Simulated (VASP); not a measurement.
**CdTe in VASP: one cell, several levels of theory**

Aim: gap, levels, forces and stress of CdTe built on the zincblende prototype, under -4.0 % strain along z alone at fixed geometry. Runs: PBE, r2SCAN.

The runs shown are made with VASP 6.6.1. PAW datasets, plane waves. Computed at 0 K without zero-point motion; spin polarisation is off.

## 1. The cell

The cell comes from an earlier relaxation with r2SCAN in another program, then strained, with the atoms relaxed again.

The symmetry is I-4m2 (No. 119, tetragonal); conventional cell a = 4.639 Å, c = 6.298 Å, 33.87 Å³ an atom. Cd has 4 Te at 2.80 Å; Te has 4 Cd at 2.80 Å.

Coordinates:

```
CELL_PARAMETERS angstrom
0.00000 3.27996 3.14876
3.27996 0.00000 3.14876
3.27996 3.27996 0.00000
ATOMIC_POSITIONS crystal
Cd 0.00000 0.00000 0.00000
Te 0.25000 0.25000 0.25000
```

## 2. Single point with PBE

INCAR reads:

```
ENCUT = 520.000000
SIGMA = 0.020000
EDIFF = 1.00e-07
GGA = PE
PREC = Accurate
IBRION = -1
ISIF = 2
ISMEAR = -1
NBANDS = 16
NELM = 120
NSW = 0
LASPH = .TRUE.
LCHARG = .FALSE.
LWAVE = .FALSE.
LREAL = .FALSE.
```

KPOINTS reads:

```
KPOINTS created by Atomic Simulation Environment
0
Gamma
6 6 6
0 0 0
```

KPOINTS_OPT reads:

```
special points
6
Reciprocal
0.0000000000 0.0000000000 0.0000000000 1
-0.5000000000 -0.5000000000 0.0000000000 1
-0.3750000000 -0.3750000000 0.2500000000 1
-0.3750000000 0.0000000000 0.3750000000 1
0.0000000000 0.0000000000 0.5000000000 1
-0.5000000000 -0.2500000000 0.2500000000 1
```

POSCAR reads:

```
Cd Te
 1.0000000000000000
     0.0000000000000000    3.2799551162000000    3.1487569115000000
     3.2799551162000000    0.0000000000000000    3.1487569115000000
     3.2799551162000000    3.2799551162000000    0.0000000000000000
 Cd  Te
   1   1
Cartesian
  0.0000000000000000  0.0000000000000000  0.0000000000000000
  1.6399775581000000  1.6399775581000000  1.5743784557500000
```

Potentials: the recommended PBE PAW datasets, 18 valence electrons in the neutral cell.

The run is started by

```sh
> mpirun -np 1 vasp_std
```

## 3. r2SCAN

INCAR reads:

```
ENCUT = 520.000000
SIGMA = 0.010000
EDIFF = 1.00e-07
ALGO = Normal
METAGGA = R2SCAN
PREC = Accurate
IBRION = -1
ISIF = 2
ISMEAR = 0
NBANDS = 16
NELM = 120
NSW = 0
LASPH = .TRUE.
LCHARG = .TRUE.
LELF = .TRUE.
LWAVE = .FALSE.
LREAL = .FALSE.
```

KPOINTS is that of step 2.

KPOINTS_OPT is that of step 2.

POSCAR is that of step 2.

Q: Predict the outcome of this session. Wanted: for each run, gap; pressure.

As calculated:

| level | gap (eV) | pressure (GPa) |
| --- | --- | --- |
| PBE | 0.70 | 2.90 |
| r2SCAN | 1.20 | 1.86 |

What this shows: The gap runs from 0.70 eV (PBE) to 1.20 eV (r2SCAN). Spin-orbit coupling is left out, though the cell holds Te (Z = 52); in an element this heavy it can shift bands and gaps by tenths of an eV. The pressure is highest with PBE (2.9 GPa) and lowest with r2SCAN (1.9 GPa), which orders the cells that they would relax to.
